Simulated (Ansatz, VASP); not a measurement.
**Two plane-wave programs on CsI**

INCAR

```
SYSTEM = CsI
PREC = Accurate ; ENCUT = 520
EDIFF = 1E-6 ; ISMEAR = -1
SIGMA = 0.05 ; LREAL = .False.
LASPH = .True. ; NELM = 100
ALGO = Normal ; ISIF = 2
LWAVE = .False. ; LCHARG = .True.
GGA = PE ; LELF = .True.
LVHAR = .True. ; NBANDS = 15
```

KPOINTS

```
regular mesh
0
Gamma
  4 4 4
  0 0 0
```

Contents of POSCAR:

```
CsI
1.0
    4.6080834570      0.0000000000      0.0000000000
    0.0000000000      4.6080834570      0.0000000000
    0.0000000000      0.0000000000      4.6080834570
Cs I
1 1
Direct
    0.0000000000      0.0000000000      0.0000000000
    0.5000000000      0.5000000000      0.5000000000
```

Input for Ansatz:

```yaml
crystal:
  lattice:
    - [4.608083457, 0.0, 0.0]
    - [0.0, 4.608083457, 0.0]
    - [0.0, 0.0, 4.608083457]
  atoms:
    - { symbol: Cs, position: [0.0, 0.0, 0.0] }
    - { symbol: I, position: [0.5, 0.5, 0.5] }
kpoints:
  mp_grid: { grid: [4, 4, 4] }
hamiltonian:
  xc: pbe
scf:
  occupations: { method: fermi_dirac, width: 0.05 }
  n_extra_bands: 4
output:
  forces: true
  stress: true
  eigenvalues: true
```

Alike in both runs: task single point; functional PBE; k mesh 4 × 4 × 4; occupations fermi-dirac, width 0.05 eV; no spin polarisation.

```csv
,VASP,Ansatz
version,VASP 6.6.1,Ansatz 0.2.0
potentials or method,"VASP PAW PBE potentials, release 64 (Cs_sv, I)",plane waves
plane-wave cutoff (eV),520,420
valence electrons in the cell,16,26
```

```csv
,VASP,Ansatz,Ansatz less VASP
gap on the k mesh at the Fermi level (eV),3.79,3.80,+0.013
pressure (GPa),0.5,0.4,-0.03
```

The two sets of potentials don't hold the same shells in valence.

Caveats: spin-orbit coupling is left out, which moves the levels of the heavy elements. Expect the measured gap to be larger: semilocal functionals such as PBE lack the derivative discontinuity. A k mesh can miss the band edges.
